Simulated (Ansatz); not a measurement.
# Tungsten (fcc) across density functionals

All rows: Ansatz, plane waves with scalar-relativistic PAW, 420 eV (500 eV for the SCAN forms), relaxed under each functional, no dispersion correction, no zero-point motion. B₀ comes from uniform scaling at fixed shape; a dash is a value not given.

```
functional  V (Å³/atom)         cell  B₀ (GPa)     magnetic state  ΔE to bcc (meV/atom)
    r²SCAN        16.22  a = 4.018 Å       298  spin not included                   560
    PBEsol        15.99  a = 3.999 Å       301  spin not included                   496
    revPBE        16.61  a = 4.050 Å       276  spin not included                   483
      RPBE        16.67  a = 4.055 Å       273  spin not included                   482
      BLYP        17.02  a = 4.084 Å       257  spin not included                   444
```

(1) What does PBE give?

Results:

(1) V (Å³/atom): 16.46; cell: a = 4.038 Å; B₀ (GPa): 282; magnetic state: spin not included; ΔE to bcc (meV/atom): 485.
